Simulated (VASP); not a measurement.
# ZnO (P6_3mc) in VASP: Born charges and dielectric tensor with PBE

Aim: the Born charges and dielectric tensor of ZnO with PBE.

Program: VASP 6.6.1. These are calculated values, not measurements. Logs are shortened: lines on timing, memory, paths and dates and some standing lists are left out, and cuts for length are marked.

**Measured values to compare with.**

“Electronic structure of alkaline earth and post-transition metal oxides”, 2009, arxiv:0908.1581 quotes, for a bulk crystal of ZnO: band gap 3.37 eV.

The runs below are set against these values where they give the same quantity.

### 1 Starting point

Symmetry: P6_3mc, No. 186, hexagonal system. Conventional cell: a = 3.284 Å, b = 3.284 Å, c = 5.300 Å, α = 90.00°, β = 90.00°, γ = 120.00°. Zn (site symmetry 3m) is surrounded by 4 O at 2.00 to 2.01 Å. O (site symmetry 3m) has 4 Zn at 2.00 to 2.01 Å as nearest neighbours.

### 2 Born charges and dielectric tensor, PBE

Contents of INCAR:

```
PREC     = Accurate       # precision mode
ENCUT    = 900            # plane-wave cutoff, eV
EDIFF    = 1E-8           # SCF threshold, eV
ISMEAR   = 0              # smearing method
SIGMA    = 0.02           # smearing width, eV
LREAL    = False          # projectors in reciprocal space
LASPH    = True           # aspherical terms in the spheres
NELM     = 80             # most SCF steps
ALGO     = Normal         # electronic algorithm
ISIF     = 2              # what is computed and relaxed
LWAVE    = False          # write WAVECAR
LCHARG   = False          # write CHGCAR
GGA      = PE             # functional
LEPSILON = True           # dielectric tensor by DFPT
IBRION   = 8              # ionic algorithm
NSW      = 1              # ionic steps
KPAR     = 4
```

Contents of KPOINTS:

```
Automatic mesh
0
Gamma
  12 12 6
```

Contents of POSCAR:

```
ZnO                                     
1.0
    3.2844793102      0.0000000000     -0.0000000000
   -1.6422396551      2.8444425180      0.0000000000
   -0.0000000000      0.0000000000      5.2998006997
  Zn              O             
     2     2
Direct
     0.3333333300000021    0.6666666699999979    0.4999185695035648
     0.6666666699999979    0.3333333300000021    0.9999185695035647
     0.6666666699999979    0.3333333300000021    0.3790914304964361
     0.3333333300000021    0.6666666699999979    0.8790914304964362
```

Potentials or basis: VASP PAW PBE potentials, release 64 (Zn, O_h).

Command:

```sh
$ cat potpaw_PBE.64/Zn/POTCAR potpaw_PBE.64/O_h/POTCAR > POTCAR
$ mpirun -np 4 vasp_std > vasp.out
```

OUTCAR:

```text
PREC = Accurate
   ENCUT = 900
   EDIFF = 1E-8
   ISMEAR = 0
   LREAL = False
   LASPH = True
   NELM = 80
   ISIF = 2
   GGA = PE
   LEPSILON = True
   IBRION = 8
   NSW = 1

 ion  position               nearest neighbor table
   1  0.333  0.667  0.500-   3 2.00   3 2.00   3 2.00   4 2.01
   2  0.667  0.333  1.000-   4 2.00   4 2.00   4 2.00   3 2.01
   3  0.667  0.333  0.379-   1 2.00   1 2.00   1 2.00   2 2.01
   4  0.333  0.667  0.879-   2 2.00   2 2.00   2 2.00   1 2.01

  LATTYP: Found a hexagonal cell.
 ALAT       =     3.2844793102
 C/A-ratio  =     1.6135893087

  Lattice vectors:

 A1 = (   3.2844793102,   0.0000000000,   0.0000000000)
 A2 = (  -1.6422396551,   2.8444425180,   0.0000000000)
 A3 = (   0.0000000000,   0.0000000000,   5.2998006997)

Analysis of symmetry for initial positions (statically):
=====================================================================
 Subroutine PRICEL returns:
 Original cell was already a primitive cell.

 Routine SETGRP: Setting up the symmetry group for a
 hexagonal supercell.

 Subroutine GETGRP returns: Found 12 space group operations
 (whereof  6 operations were pure point group operations)
 out of a pool of 24 trial point group operations.

The static configuration has the point symmetry C_3v.
 The point group associated with its full space group is C_6v.

Analysis of symmetry for dynamics (positions and initial velocities):
=====================================================================
 Subroutine PRICEL returns:
 Original cell was already a primitive cell.

 Routine SETGRP: Setting up the symmetry group for a
 hexagonal supercell.

 Subroutine GETGRP returns: Found 12 space group operations
 (whereof  6 operations were pure point group operations)
 out of a pool of 24 trial point group operations.

The dynamic configuration has the point symmetry C_3v.
 The point group associated with its full space group is C_6v.

 Subroutine INISYM returns: Found 12 space group operations
 (whereof  6 operations are pure point group operations),
 and found     1 'primitive' translations

----------------------------------------------------------------------------------------

                                     Primitive cell

  volume of cell :      49.5135

  direct lattice vectors                    reciprocal lattice vectors
     3.284479310  0.000000000  0.000000000     0.304462262  0.175781369  0.000000000
    -1.642239655  2.844442518  0.000000000     0.000000000  0.351562738  0.000000000
     0.000000000  0.000000000  5.299800700     0.000000000  0.000000000  0.188686341

  length of vectors
     3.284479310  3.284479308  5.299800700     0.351562738  0.351562738  0.188686341

  position of ions in fractional coordinates (direct lattice)
     0.333333330  0.666666670  0.499918570
     0.666666670  0.333333330  0.999918570
     0.666666670  0.333333330  0.379091430
     0.333333330  0.666666670  0.879091430

[... 794 lines left out ...]
     0.38987 -0.00000  0.00000
     0.00000  0.38987  0.00000
     0.00000  0.00000 -0.78604

[... ionic steps 4 to 9 ...]

--------------------------------------- Ionic step       10  -------------------------------------------

------------------------ aborting loop because EDIFF is reached ----------------------------------------

[... ionic steps 11 to 11 ...]

--------------------------------------- Ionic step       12  -------------------------------------------

 Free energy of the ion-electron system (eV)
  ---------------------------------------------------
  ---------------------------------------------------
  free energy    TOTEN  =        -0.73562279 eV

  energy without entropy =       -0.73562279

------------------------ aborting loop because EDIFF is reached ----------------------------------------

 INTERNAL STRAIN TENSOR  FOR ION    3  DIRECTION 3   (eV/Angst):
 -----------------------------------------------------------------------------
     3.81404 -0.00000  0.00000
     0.00000  3.81404  0.00000
     0.00000 -0.00000 -7.51572

 MACROSCOPIC STATIC DIELECTRIC TENSOR (including local field effects in DFT)
 ------------------------------------------------------
           5.621729     0.000000     0.000000
           0.000000     5.621729     0.000000
           0.000000     0.000000     5.622339
 ------------------------------------------------------

 PIEZOELECTRIC TENSOR (including local field effects)  for field in x, y, z        (e  Angst)
          XX          YY          ZZ          XY          YZ          ZX
  --------------------------------------------------------------------------------
  x     0.00000    -0.00000     0.00000    -0.00000     0.00000     1.26242
  y     0.00000    -0.00000    -0.00000     0.00000     1.26242     0.00000
  z     1.20486     1.20486    -2.42918     0.00000     0.00000     0.00000

 PIEZOELECTRIC TENSOR (including local field effects)  for field in x, y, z        (C/m^2)
          XX          YY          ZZ          XY          YZ          ZX
  --------------------------------------------------------------------------------
  x     0.00000    -0.00000     0.00000    -0.00000     0.00000     0.40850
  y     0.00000    -0.00000    -0.00000     0.00000     0.40850     0.00000
  z     0.38987     0.38987    -0.78604     0.00000     0.00000     0.00000

 BORN EFFECTIVE CHARGES (including local field effects) (in |e|, cummulative output)
 ---------------------------------------------------------------------------------
 ion    1
    1     2.14256    -0.00000     0.00000
    2     0.00000     2.14256     0.00000
    3     0.00000     0.00000     2.19702
 ion    2
    1     2.14256     0.00000     0.00000
    2     0.00000     2.14256     0.00000
    3     0.00000     0.00000     2.19702
 ion    3
    1    -2.14256     0.00000     0.00000
    2    -0.00000    -2.14256     0.00000
    3     0.00000    -0.00000    -2.19702
 ion    4
    1    -2.14256     0.00000     0.00000
    2     0.00000    -2.14256     0.00000
    3     0.00000     0.00000    -2.19702

 INTERNAL STRAIN TENSOR FOR ION    4 for displacements in x,y,z  (eV/Angst):
          X           Y           Z          XY          YZ          ZX
  --------------------------------------------------------------------------------
  x     0.00000     0.00000    -0.00000    -7.03327    -0.00000     3.64538
  y    -7.03327     7.03327     0.00000     0.00000     3.94890     0.00000
  z     3.81404     3.81404    -7.51572    -0.00000     0.00000     0.00000

 SECOND DERIVATIVES (NOT SYMMETRIZED)
 ------------------------------------
               1X          1Y          1Z          2X          2Y          2Z          3X          3Y          3Z          4X          4Y          4Z
  1X    -6.724723    0.000000   -0.000000    0.261660    0.000000    0.000000    6.349911    0.000000   -0.000000    0.113153   -0.000000    0.000000
  1Y     0.000000   -6.724723    0.000000    0.000000    0.261660    0.000000    0.000000    6.349911   -0.000000    0.000000    0.113153    0.000000
  1Z     0.000000    0.000000  -10.479046    0.000000   -0.000000    4.688258   -0.000000    0.000000    1.555555    0.000000    0.000000    4.235233
  2X     0.261660    0.000000   -0.000000   -6.724723   -0.000000    0.000000    0.113153    0.000000    0.000000    6.349911    0.000000    0.000000
  2Y    -0.000000    0.261660   -0.000000    0.000000   -6.724723   -0.000000   -0.000000    0.113153    0.000000    0.000000    6.349911    0.000000
  2Z     0.000000    0.000000    4.688258   -0.000000    0.000000  -10.479046    0.000000    0.000000    4.235233    0.000000    0.000000    1.555555
  3X     6.348067    0.000000   -0.000000    0.104486   -0.000000    0.000000   -7.315763    0.000000    0.000000    0.863210    0.000000   -0.000000
  3Y     0.000000    6.348067    0.000000    0.000000    0.104486   -0.000000    0.000000   -7.315763   -0.000000    0.000000    0.863210    0.000000
  3Z    -0.000000    0.000000    1.534731   -0.000000   -0.000000    4.274587    0.000000    0.000000  -10.548030    0.000000   -0.000000    4.738711
  4X     0.104486   -0.000000   -0.000000    6.348067    0.000000    0.000000    0.863210    0.000000    0.000000   -7.315763    0.000000   -0.000000
  4Y     0.000000    0.104486    0.000000    0.000000    6.348067   -0.000000    0.000000    0.863210   -0.000000    0.000000   -7.315763    0.000000
  4Z     0.000000    0.000000    4.274587    0.000000   -0.000000    1.534731    0.000000    0.000000    4.738711   -0.000000   -0.000000  -10.548030

 Eigenvectors and eigenvalues of the dynamical matrix
 ----------------------------------------------------

   1 f  =   15.357247 THz    96.492432 2PiTHz  512.262635 cm-1    63.512444 meV
             X         Y         Z           dx          dy          dz
     -0.000000  1.896295  2.649469     0.000000    0.000000   -0.080289
      1.642240  0.948147  5.299369    -0.000000   -0.000000    0.080289
      1.642240  0.948147  2.009109    -0.000000   -0.000000   -0.702534
     -0.000000  1.896295  4.659009     0.000000    0.000000    0.702534
[... 71 lines left out ...]
  12 f/i=    0.006663 THz     0.041868 2PiTHz    0.222270 cm-1     0.027558 meV
             X         Y         Z           dx          dy          dz
     -0.000000  1.896295  2.649469    -0.000000    0.000000    0.634003
      1.642240  0.948147  5.299369    -0.000000    0.000000    0.634003
      1.642240  0.948147  2.009109    -0.000000    0.000000    0.313114
     -0.000000  1.896295  4.659009    -0.000000    0.000000    0.313114

--------------------------------------------------------------------------------------------------------

 MACROSCOPIC STATIC DIELECTRIC TENSOR IONIC CONTRIBUTION
 ------------------------------------------------------
           5.195799     0.000000    -0.000000
           0.000000     5.195799     0.000000
          -0.000000     0.000000     6.082868
 ------------------------------------------------------

 ELASTIC MODULI CONTR FROM IONIC RELAXATION (kBar)
 Direction    XX          YY          ZZ          XY          YZ          ZX
 --------------------------------------------------------------------------------
 XX        -561.2608    237.0327    320.1698      0.0000      0.0000     -0.0000
 YY         237.0327   -561.2608    320.1698     -0.0000     -0.0000      0.0000
 ZZ         320.1698    320.1698   -632.3248      0.0000      0.0000     -0.0000
 XY           0.0000     -0.0000      0.0000   -399.1468     -0.0000      0.0000
 YZ           0.0000     -0.0000      0.0000     -0.0000   -142.7299     -0.0000
 ZX          -0.0000      0.0000     -0.0000      0.0000     -0.0000   -137.2832
 --------------------------------------------------------------------------------

 PIEZOELECTRIC TENSOR IONIC CONTR  for field in x, y, z        (C/m^2)
          XX          YY          ZZ          XY          YZ          ZX
  --------------------------------------------------------------------------------
  x    -0.00000     0.00000    -0.00000     0.00000    -0.00000    -0.79471
  y     0.00000    -0.00000     0.00000    -0.00000    -0.81032    -0.00000
  z    -0.93441    -0.93441     1.84543    -0.00000    -0.00000     0.00000
```

Wall time 13 min (4 MPI ranks of Intel Xeon 6975P-C (Granite Rapids), shared host); peak memory 2 GiB.

Results:

```yaml
Band_gap_on_the_k_mesh: 0.72 eV, direct
Electronic_dielectric_tensor_diagonal: 5.62
Born_charges_mean_of_the_diagonal: Zn +2.16; O -2.16 e
Highest_phonon_frequency_at_Γ_LO-TO_splitting_left_out: 512 cm⁻¹
```

Levels at points of the mesh, in eV from the valence-band top:
```csv
k point,band 15,band 16,band 17,band 18,band 19,band 20,band 21,band 22
"(0.00, 0.00, 0.00)",-0.75,-0.08,0.00,0.00,0.72,5.08,8.06,12.71
"(0.50, 0.00, 0.00)",-2.71,-2.13,-1.23,-0.79,5.61,6.82,7.52,8.24
"(0.00, 0.00, 0.50)",-0.37,-0.37,-0.37,-0.37,3.35,3.35,9.90,9.90
"(0.50, 0.00, 0.50)",-1.42,-1.42,-1.31,-1.31,5.63,5.63,8.20,8.20
```

Phonon frequencies in cm⁻¹ (negative: imaginary):
| q point | frequencies |
| --- | --- |
| (0.000, 0.000, 0.000) | 0 0 0 90 90 246 350 370 370 400 400 512 |

Electronic dielectric tensor:
```
5.62 0.00 0.00
0.00 5.62 0.00
0.00 0.00 5.62
```

Born effective charge tensors (e):
atom 1, Zn
```
2.14 0.00 0.00
0.00 2.14 0.00
0.00 0.00 2.20
```
atom 2, Zn
```
2.14 0.00 0.00
0.00 2.14 0.00
0.00 0.00 2.20
```
atom 3, O
```
-2.14  0.00  0.00
 0.00 -2.14  0.00
 0.00  0.00 -2.20
```
atom 4, O
```
-2.14  0.00  0.00
 0.00 -2.14  0.00
 0.00  0.00 -2.20
```

### 3 Comparison with measurements

Step 2. Measured gap of ZnO: 3.37 eV (quoted in “Electronic structure of alkaline earth and post-transition metal oxides”, 2009, arxiv:0908.1581). This calculation gives 0.72 eV (-2.65 eV). So large a miss can be the level of theory's own, or it may mean another phase, state or a wrong row. The value is that of PBE, without temperature or zero-point motion. Semilocal functionals fall short of measured gaps as a rule.
